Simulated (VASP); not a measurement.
Method: PBE GGA, VASP's PBE PAW potentials (set 64) (plane waves; VASP 6.6.1).

VASP input:

**POSCAR**
```
CsCl
1
    4.2024000000     0.0000000000     0.0000000000
    0.0000000000     4.2024000000     0.0000000000
    0.0000000000     0.0000000000     4.2024000000
Cs Cl
1 1
Direct
  0.0000000000   0.0000000000   0.0000000000
  0.5000000000   0.5000000000   0.5000000000
```

### KPOINTS
```
kpoints
0
Gamma
 5 5 5
0 0 0
```

**INCAR**
```
# general
SYSTEM  = CsCl
PREC    = Accurate
ENCUT   = 520
LREAL   = .FALSE.
LASPH   = .TRUE.

# electronic loop
EDIFF   = 1E-6
NELM    = 100
ALGO    = Normal
LMAXMIX = 4

# smearing
ISMEAR  = 0
SIGMA   = 0.05

# functional
GGA     = PE

# ions
ISIF    = 2

# output
LWAVE   = .FALSE.
LCHARG  = .FALSE.
```

POTCAR, in this order: Cs_sv Cl (PBE.64 set). Program: vasp_std.

The resulting files:

File OUTCAR:
```
 ion  position               nearest neighbor table
   1  0.000  0.000  0.000-
   2  0.500  0.500  0.500-
  LATTYP: Found a simple cubic cell.
 ALAT       =     4.2024000000
 Subroutine PRICEL returns:
 Original cell was already a primitive cell.
 Subroutine GETGRP returns: Found 48 space group operations
The static configuration has the point symmetry O_h .
The dynamic configuration has the point symmetry O_h .
 Subroutine INISYM returns: Found 48 space group operations
 Subroutine IBZKPT returns following result:
 Found     10 irreducible k-points:

 Following reciprocal coordinates:
            Coordinates               Weight
  0.000000  0.000000  0.000000      1.000000
  0.200000  0.000000  0.000000      6.000000
  0.400000  0.000000  0.000000      6.000000
  0.200000  0.200000  0.000000     12.000000
  0.400000  0.200000  0.000000     24.000000
  0.400000  0.400000  0.000000     12.000000
  0.200000  0.200000  0.200000      8.000000
  0.400000  0.200000  0.200000     24.000000
  0.400000  0.400000  0.200000     24.000000
  0.400000  0.400000  0.400000      8.000000
   k-points           NKPTS =     10   k-points in BZ     NKDIM =     10   number of bands    NBANDS=     12
   number of dos      NEDOS =    301   number of ions     NIONS =      2
   total plane-waves  NPLWV =  32768
   dimension x,y,z NGX =    32 NGY =   32 NGZ =   32
   dimension x,y,z NGXF=    64 NGYF=   64 NGZF=   64
   ions per type =               1   1
   PREC   = accura    normal or accurate (medium, high low for compatibility)
   ISTART =      0    job   : 0-new  1-cont  2-samecut
   ICHARG =      2    charge: 1-file 2-atom 10-const
   ISPIN  =      1    spin polarized calculation?
   LNONCOLLINEAR =      F non collinear calculations
   LSORBIT =      F    spin-orbit coupling
   INIWAV =      1    electr: 0-lowe 1-rand  2-diag
   ENCUT  =  520.0 eV  38.22 Ry    6.18 a.u.   7.81  7.81  7.81*2*pi/ulx,y,z
...
```

### OSZICAR
```
       N       E                     dE             d eps       ncg     rms          rms(c)
DAV:   1     0.970241182466E+02    0.97024E+02   -0.69839E+03   240   0.116E+03
DAV:   2     0.229636954828E+00   -0.96794E+02   -0.91162E+02   388   0.180E+02
DAV:   3    -0.689995655448E+01   -0.71296E+01   -0.70999E+01   292   0.579E+01
DAV:   4    -0.697585495279E+01   -0.75898E-01   -0.75863E-01   296   0.730E+00
DAV:   5    -0.697696862834E+01   -0.11137E-02   -0.11136E-02   292   0.886E-01    0.232E+00
DAV:   6    -0.658820320092E+01    0.38877E+00   -0.66201E-01   276   0.454E+00    0.179E+00
DAV:   7    -0.654021435601E+01    0.47989E-01   -0.20215E-01   328   0.250E+00    0.106E+00
DAV:   8    -0.654064431616E+01   -0.42996E-03   -0.15816E-02   284   0.975E-01    0.146E-01
DAV:   9    -0.654113600242E+01   -0.49169E-03   -0.43490E-03   304   0.414E-01    0.125E-01
DAV:  10    -0.654124156268E+01   -0.10556E-03   -0.39358E-04   280   0.157E-01    0.159E-02
DAV:  11    -0.654125690835E+01   -0.15346E-04   -0.37173E-05   308   0.435E-02    0.642E-03
DAV:  12    -0.654125679853E+01    0.10981E-06   -0.10709E-05   288   0.208E-02    0.304E-03
DAV:  13    -0.654125663589E+01    0.16265E-06   -0.37526E-07   188   0.482E-03
   1 F= -.65412566E+01 E0= -.65412566E+01  d E =-.157786E-12
```

### OUTCAR
```
------------------------ aborting loop because EDIFF is reached ----------------------------------------
  FORCE on cell =-STRESS in cart. coord.  units (eV):
  Direction    XX          YY          ZZ          XY          YZ          ZX
  --------------------------------------------------------------------------------------
  Total        0.0255133      0.0255133      0.0255133     -0.0000000      0.0000000     -0.0000000
  in kB        0.5507894      0.5507894      0.5507894     -0.0000000      0.0000000     -0.0000000
  external PRESSURE =       0.5507894 kB  Pullay stress =       0.0000000 kB
  volume of cell :       74.22
      direct lattice vectors                 reciprocal lattice vectors
     4.202400000  0.000000000  0.000000000     0.237959261  0.000000000  0.000000000
     0.000000000  4.202400000  0.000000000     0.000000000  0.237959261  0.000000000
     0.000000000  0.000000000  4.202400000     0.000000000  0.000000000  0.237959261
 POSITION                                       TOTAL-FORCE (eV/Angst)
 -----------------------------------------------------------------------------------
      0.00000      0.00000      0.00000         0.000000      0.000000      0.000000
      2.10120      2.10120      2.10120         0.000000      0.000000      0.000000
 -----------------------------------------------------------------------------------
    total drift:                                0.000000      0.000000     -0.000000
  FREE ENERGIE OF THE ION-ELECTRON SYSTEM (eV)
  ---------------------------------------------------
  free  energy   TOTEN  =        -6.5412566359 eV

  energy  without entropy=       -6.5412566359  energy(sigma->0) =       -6.54125664
```
(Selected blocks of OUTCAR.)

The compound is CsCl in the CsCl type structure. The cell was not relaxed at this level.
